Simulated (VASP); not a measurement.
# Settings for FePt: exchange constants from collinear orders

FePt, P4/mmm (no. 123), 16 atoms in the cell. PBE, collinear orders mapped on a Heisenberg model; PAW potentials Pt, Fe (PBE set). VASP 6.6.1.

Wanted: order energies within 2 meV per magnetic atom.

Supercell matrix: 2, 0, 0, 0, 2, 0, 0, 0, 2.

POSCAR:
```
FePt
1.0
    5.4470000000      0.0000000000      0.0000000000
    0.0000000000      5.4470000000      0.0000000000
    0.0000000000      0.0000000000      7.4400000000
Pt Fe
8 8
Direct
    0.2500000000      0.2500000000      0.2500000000
    0.2500000000      0.2500000000      0.7500000000
    0.2500000000      0.7500000000      0.2500000000
    0.2500000000      0.7500000000      0.7500000000
    0.7500000000      0.2500000000      0.2500000000
    0.7500000000      0.2500000000      0.7500000000
    0.7500000000      0.7500000000      0.2500000000
    0.7500000000      0.7500000000      0.7500000000
    0.0000000000      0.0000000000      0.0000000000
    0.0000000000      0.0000000000      0.5000000000
    0.0000000000      0.5000000000      0.0000000000
    0.0000000000      0.5000000000      0.5000000000
    0.5000000000      0.0000000000      0.0000000000
    0.5000000000      0.0000000000      0.5000000000
    0.5000000000      0.5000000000      0.0000000000
    0.5000000000      0.5000000000      0.5000000000
```

The series start from Electronic algorithm: Normal; Density mixing: linear for magnets; Projectors in real space: false; Precision mode: Accurate; SCF threshold (eV): 1e-5; Cutoff (eV): 400; k-point spacing (1/Å): 0.3. Each series keeps the choices made before it, and each single choice may use up half of a tolerance. Times cover all steps of a run.

## Electronic algorithm

| Electronic algorithm | Order energies, largest deviation (meV per magnetic atom) | Time (s) |
|---|---|---|
| Normal | 0.0 | 247 |
| Fast | 0.0 | 209 |

Chosen: Normal; no other choice that stays within half of the tolerance saves 30 % of the time.

## Density mixing

| Density mixing | Order energies, largest deviation (meV per magnetic atom) | Time (s) |
|---|---|---|
| linear for magnets | 0.0 | 247 |
| default | 0.0 | 207 |
| AMIX 0.2, AMIX_MAG 0.8 | 0.0 | 175 |

Chosen: linear for magnets.

## Projectors in real space

| Projectors in real space | Order energies, largest deviation (meV per magnetic atom) | Time (s) |
|---|---|---|
| false | 0.0 | 247 |
| Auto | 0.0 | 232 |

Chosen: false.

## Precision mode

| Precision mode | Order energies, largest deviation (meV per magnetic atom) | Time (s) |
|---|---|---|
| Accurate | 0.0 | 247 |
| Normal | 0.0 | 142 |

Chosen: Normal, the fastest of those that stay within half of the tolerance.

## SCF threshold (eV)

| SCF threshold (eV) | Order energies, largest deviation (meV per magnetic atom) | Time (s) |
|---|---|---|
| 0.0001 | 0.0 | 119 |
| 1e-5 | 0.0 | 142 |
| 1e-6 (reference) | 0.0 | 181 |

Chosen: 0.0001, the loosest value from which every tighter one stays within half of the tolerance.

## Cutoff (eV)

| Cutoff (eV) | Order energies, largest deviation (meV per magnetic atom) | Time (s) |
|---|---|---|
| 300 | 0.4 | 118 |
| 350 | 0.5 | 116 |
| 400 | 0.3 | 119 |
| 450 | 0.1 | 124 |
| 520 | 0.1 | 149 |
| 600 (reference) | 0.0 | 213 |

Chosen: 300.

## k-point spacing (1/Å)

| k-point spacing (1/Å) | Order energies, largest deviation (meV per magnetic atom) | Time (s) |
|---|---|---|
| 0.4 | 17.8 | 45 |
| 0.3 | 8.4 | 118 |
| 0.24 | 11.0 | 119 |
| 0.19 | 1.5 | 202 |
| 0.15 (reference) | 0.0 | 328 |

Chosen: 0.15; the next looser run is off by more than half of the tolerance, so convergence isn't shown beyond this value.

## All choices together

| Input | Order energies, largest deviation (meV per magnetic atom) | Time (s) |
|---|---|---|
| default cutoff, precision and smearing on a coarse mesh (naive) | 27.1 | 47 |
| chosen settings | 0.3 | 328 |
| reference settings throughout | 0.0 | 1744 |

The chosen settings stay within the tolerance of the reference run, but the reference itself isn't shown to be converged in: k-point spacing (1/Å).

Values of the reference run: Order energies: 0, 24.91, 283.3, 4.391 meV per magnetic atom, against the parallel order.

## The input

INCAR.step1:
```
SYSTEM = FePt
PREC = Normal
ENCUT = 300
EDIFF = 1E-4
NELM = 200
ALGO = Normal
ISMEAR = 1
SIGMA = 0.1
LREAL = .False.
LASPH = .True.
LMAXMIX = 4
LORBIT = 11
LWAVE = .False.
LCHARG = .False.
GGA = PE
ISPIN = 2
AMIX = 0.2
BMIX = 1E-4
AMIX_MAG = 0.8
BMIX_MAG = 1E-4
MAGMOM = 0 0 0 0 0 0 0 0 3.5 3.5 3.5 3.5 3.5 3.5 3.5 3.5
```

INCAR.step2, as INCAR.step1 but for:
```
- MAGMOM = 0 0 0 0 0 0 0 0 3.5 3.5 3.5 3.5 3.5 3.5 3.5 3.5
+ MAGMOM = 0 0 0 0 0 0 0 0 3.5 3.5 3.5 3.5 -3.5 -3.5 -3.5 -3.5
```

INCAR.step3 to INCAR.step4 change the same tag again: MAGMOM = 0 0 0 0 0 0 0 0 3.5 3.5 -3.5 -3.5 -3.5 -3.5 3.5 3.5, 0 0 0 0 0 0 0 0 3.5 -3.5 3.5 -3.5 3.5 -3.5 3.5 -3.5.

KPOINTS:
```
Automatic mesh
0
Gamma
  8 8 6
  0 0 0
```

Commands (each step's output is kept before the next begins):
```
cat potpaw_PBE.64/Pt/POTCAR potpaw_PBE.64/Fe/POTCAR > POTCAR
cp INCAR.step1 INCAR
mpirun -np 8 vasp_std > vasp.out
rm WAVECAR CHG
cp INCAR.step2 INCAR
mpirun -np 8 vasp_std > vasp.out
rm WAVECAR CHG
cp INCAR.step3 INCAR
mpirun -np 8 vasp_std > vasp.out
rm WAVECAR CHG
cp INCAR.step4 INCAR
mpirun -np 8 vasp_std > vasp.out
```

Limits: There are as many constants as energy differences, so the fit has no check of its own; mean-field temperatures are upper estimates.

The chosen input took VASP 6.6.1 328 s on 8 cores (Intel Xeon 6975P-C (Granite Rapids)), a shared host.
